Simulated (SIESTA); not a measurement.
## Li2Se in SIESTA: the effect of functional

Li2Se:

```
Se Li
1.0
     0.00000    3.00250    3.00250
     3.00250    0.00000    3.00250
     3.00250    3.00250    0.00000
Se Li
1 2
Cartesian
  0.0000 0.0000 0.0000
  4.5038 4.5038 4.5038
  1.5012 1.5012 1.5012
```

Alike in all runs:

| Quantity | Value |
| --- | --- |
| Program | SIESTA 5.4.2 |
| Task | band structure |
| Basis | DZP (energy shift 0.003 Ry; two zetas on semicore shells) |
| Grid cutoff | 800 Ry |
| Energy shift | 0.003 Ry |
| k mesh | 8 × 8 × 8 |
| Occupations | fermi-dirac, width 0.05 eV |
| Spin | no spin polarisation |

| functional | potentials or basis | gap on the mesh (eV) | pressure (GPa) |
| --- | --- | --- | --- |
| AM05 | PseudoDojo 0.4 standard (PBEsol files) | 3.06 | 0.0 |
| BLYP | PseudoDojo 0.4 standard (PBE files) | ? | ? |
| vdW-DF-cx | PseudoDojo 0.4 standard (PBE files) | 3.13 | 0.5 |

Task: What does the run with functional BLYP give?

Result: gap on the mesh 3.46 eV; pressure 1.3 GPa.

Caveats: the potentials were made for another functional, which shifts forces and pressure; the basis of atomic orbitals isn't converged, which shifts pressures, moduli and gaps.

